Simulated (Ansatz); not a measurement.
# SnS2: relaxation of cell and atoms

Level of theory: DFT, PBE, PAW with Ansatz's default frozen-core files, scalar-relativistic in Ansatz 0.2.0.

Command: `ansatz run input.yaml --threads 1 --pin off --max-ram 3072MiB --backend cpu --events-out ev --progress --plain --runs-dir out` The run took 110 s on 1 thread of Arm Neoverse V1, with other jobs on the host, peak memory 0.43 GiB.

```yaml
crystal:
  lattice:
    - [3.5343944674, 0.0, 0.0]
    - [-1.7671972337, 3.0608753958, 0.0]
    - [0.0, 0.0, 5.6550311479]
  atoms:
    - { symbol: Sn, position: [0.0, 0.0, 0.0] }
    - { symbol: S, position: [0.3333333333, 0.6666666667, 0.25] }
    - { symbol: S, position: [0.6666666667, 0.3333333333, 0.75] }
kpoints:
  mp_grid: { grid: [12, 12, 7] }
scf:
  occupations: { method: fermi_dirac, width: 0.05 }
hamiltonian:
  xc: pbe
  pseudopotentials: { kind: paw }
output:
  forces: true
  stress: true
relax:
  f_tol: 0.005
  max_steps: 80
  cell: {}
```

No spin–orbit coupling, which matters for the heavy atoms here.

The cell is built from the CdI2 type as a first guess.

The cutoff is 420 eV; energies and pressures of the walk include the program's estimate of the Pulay term.

Each frame lists the cell vectors (Å), then Cartesian positions (Å) and forces (eV/Å). Free energies count from the first step, -7829.0491 eV.

The walk took 15 evaluations in all; steps that aren't listed are left out.

Step 1: E = 0.0 meV, P = 15.02 GPa

```
cell 3.5344 0.0000 0.0000 -1.7672 3.0609 0.0000 0.0000 0.0000 5.6550
Sn    0.0000    0.0000    0.0000     0.000   0.000   0.000
S     0.0000    2.0406    1.4138     0.000   0.000   1.395
S     1.7672    1.0203    4.2413     0.000   0.000  -1.395
```

Step 2: E = -385.3 meV, P = 0.17 GPa

```
cell 3.7047 0.0000 0.0000 -1.8523 3.2083 0.0000 0.0000 0.0000 5.8988
Sn    0.0000    0.0000    0.0000     0.000   0.000   0.000
S     0.0000    2.1389    1.4913     0.000   0.000  -0.236
S     1.8523    1.0694    4.4076     0.000   0.000   0.236
```

Step 3: E = -375.7 meV, P = 0.60 GPa, step rejected

```
cell 3.7709 0.0000 0.0000 -1.8855 3.2657 0.0000 0.0000 0.0000 6.1447
Sn    0.0000    0.0000    0.0000     0.000   0.000   0.000
S     0.0000    2.1771    1.4043     0.000   0.000   0.461
S     1.8855    1.0886    4.7404     0.000   0.000  -0.461
```

Step 4:

```
cell 3.7171 0.0000 0.0000 -1.8586 3.2191 0.0000 0.0000 0.0000 6.0167
Sn    0.0000    0.0000    0.0000
S     0.0000    2.1461    1.4711
S     1.8586    1.0730    4.5456
```

Step 5: E = -413.6 meV, P = 0.33 GPa

```
cell 3.7144 0.0000 0.0000 -1.8572 3.2168 0.0000 0.0000 0.0000 6.1546
Sn    0.0000    0.0000    0.0000     0.000   0.000   0.000
S     0.0000    2.1445    1.4671     0.000   0.000   0.031
S     1.8572    1.0723    4.6875     0.000   0.000  -0.031
```

Step 6: E = -421.2 meV, P = 0.31 GPa

```
cell 3.7071 0.0000 0.0000 -1.8535 3.2104 0.0000 0.0000 0.0000 6.3610
Sn    0.0000    0.0000    0.0000     0.000   0.000   0.000
S     0.0000    2.1403    1.4697     0.000   0.000   0.052
S     1.8535    1.0701    4.8913     0.000   0.000  -0.052
```

Step 7: E = -422.7 meV, P = -0.09 GPa

```
cell 3.7061 0.0000 0.0000 -1.8530 3.2096 0.0000 0.0000 0.0000 6.5210
Sn    0.0000    0.0000    0.0000     0.000   0.000   0.000
S     0.0000    2.1397    1.4778     0.000   0.000  -0.016
S     1.8530    1.0699    5.0432     0.000   0.000   0.016
```

Step 8: E = -422.8 meV, P = 0.01 GPa

```
cell 3.7049 0.0000 0.0000 -1.8525 3.2085 0.0000 0.0000 0.0000 6.5187
Sn    0.0000    0.0000    0.0000     0.000   0.000   0.000
S     0.0000    2.1390    1.4765     0.000   0.000   0.001
S     1.8525    1.0695    5.0422     0.000   0.000  -0.001
```

Step 9: E = -432.5 meV, P = 0.08 GPa (the cell of the step before, solved again on a basis chosen afresh, hence the jump)

```
cell 3.7049 0.0000 0.0000 -1.8525 3.2085 0.0000 0.0000 0.0000 6.5187
Sn    0.0000    0.0000    0.0000     0.000   0.000   0.000
S     0.0000    2.1390    1.4765     0.000   0.000  -0.005
S     1.8525    1.0695    5.0422     0.000   0.000   0.005
```

Step 10: E = -434.0 meV, P = 0.05 GPa

```
cell 3.7047 0.0000 0.0000 -1.8524 3.2084 0.0000 0.0000 0.0000 6.6292
Sn    0.0000    0.0000    0.0000     0.000   0.000   0.000
S     0.0000    2.1389    1.4767     0.000   0.000  -0.001
S     1.8524    1.0695    5.1525     0.000   0.000   0.001
```

Step 11: E = -434.8 meV, P = 0.02 GPa

```
cell 3.7035 0.0000 0.0000 -1.8517 3.2073 0.0000 0.0000 0.0000 6.7582
Sn    0.0000    0.0000    0.0000     0.000   0.000   0.000
S     0.0000    2.1382    1.4778     0.000   0.000  -0.003
S     1.8517    1.0691    5.2804     0.000   0.000   0.003
```

Step 12: E = -434.9 meV, P = 0.01 GPa

```
cell 3.7031 0.0000 0.0000 -1.8516 3.2070 0.0000 0.0000 0.0000 6.8129
Sn    0.0000    0.0000    0.0000     0.000   0.000   0.000
S     0.0000    2.1380    1.4779     0.000   0.000  -0.002
S     1.8516    1.0690    5.3349     0.000   0.000   0.002
```

Step 13: E = -434.8 meV, P = 0.02 GPa

```
cell 3.7029 0.0000 0.0000 -1.8515 3.2068 0.0000 0.0000 0.0000 6.9087
Sn    0.0000    0.0000    0.0000     0.000   0.000   0.000
S     0.0000    2.1379    1.4775     0.000   0.000   0.005
S     1.8515    1.0689    5.4311     0.000   0.000  -0.005
```

**Question.** Give the energy and forces of step 4.

**Answer.** E = -403.8 meV, P = 0.24 GPa
```
Sn    0.0000    0.0000    0.0000     0.000   0.000   0.000
S     0.0000    2.1461    1.4711     0.000   0.000  -0.041
S     1.8586    1.0730    4.5456     0.000   0.000   0.041
```

**Question.** How does the relaxation end?

**Answer.** It converges, with a = 3.702 Å, b = 3.702 Å, c = 6.925 Å, α = 90.00°, β = 90.00°, γ = 120.00° (conventional cell, space group P-3m1). The last solve (on a basis chosen afresh for the final cell, so its energy is not quite comparable) gives E = -436.1 meV, P = 0.00 GPa:
```
cell 3.7024 0.0000 0.0000 -1.8512 3.2063 0.0000 0.0000 0.0000 6.9252
Sn    0.0000    0.0000    0.0000     0.000   0.000   0.000
S     0.0000    2.1376    1.4784     0.000   0.000  -0.002
S     1.8512    1.0688    5.4469     0.000   0.000   0.002
```
